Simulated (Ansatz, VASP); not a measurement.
## Ir in VASP and in Ansatz

The input INCAR:

```
ALGO = Normal
EDIFF = 1E-6
ENCUT = 520
GGA = PS
ISIF = 2
ISMEAR = -1
LASPH = T
LCHARG = F
LREAL = F
LWAVE = F
NBANDS = 10
NELM = 60
PREC = Accurate
SIGMA = 0.05
```

The input KPOINTS:

```
k-points
0
Gamma
  17 17 17
```

File POSCAR:

```
Ir
1.0
    2.3082554333      0.0000000000      0.0000000000
    0.0000000000      2.3082554333      0.0000000000
    0.0000000000      0.0000000000      2.3082554333
Ir
1
Direct
    0.0000000000      0.0000000000      0.0000000000
```

Input for Ansatz:

```yaml
crystal:
  lattice:
    - [2.3082554333, 0.0, 0.0]
    - [0.0, 2.3082554333, 0.0]
    - [0.0, 0.0, 2.3082554333]
  atoms:
    - { symbol: Ir, position: [0.0, 0.0, 0.0] }
kpoints:
  mp_grid: { grid: [17, 17, 17] }
scf:
  occupations: { method: fermi_dirac, width: 0.05 }
hamiltonian:
  xc: pbesol
  pseudopotentials: { kind: paw }
output:
  forces: true
  stress: true
  eigenvalues: true
  populations: true
```

Change from the starting cell: volume scaled by 0.75, PAW files.

Alike in both runs: task single point; functional PBEsol; k mesh 17 × 17 × 17; occupations fermi-dirac, width 0.05 eV; no spin polarisation.

|  | VASP | Ansatz |
| --- | --- | --- |
| version | VASP 6.6.1 | Ansatz 0.2.0 |
| potentials or method | VASP PAW PBE potentials, release 64 (Ir) | PAW with Ansatz's default frozen-core files, scalar-relativistic |
| plane-wave cutoff (eV) | 520 | 420 |
| valence electrons in the cell | 9 | 17 |

|  | VASP | Ansatz | Ansatz less VASP |
| --- | --- | --- | --- |
| pressure (GPa) | 160.2 | 159.2 | -1.05 |

The functional is the same, so the differences come from potentials, cutoffs and numerics. The two sets of potentials don't hold the same shells in valence.

Caveats: the cell as given lies far from equilibrium; so large a pressure means that the cell lies far from this level's equilibrium, or that cutoff or potentials fall short (VASP); the potentials were made for another functional, which shifts forces and pressure (VASP). The runs have no spin-orbit coupling, so splittings on Ir are missing.
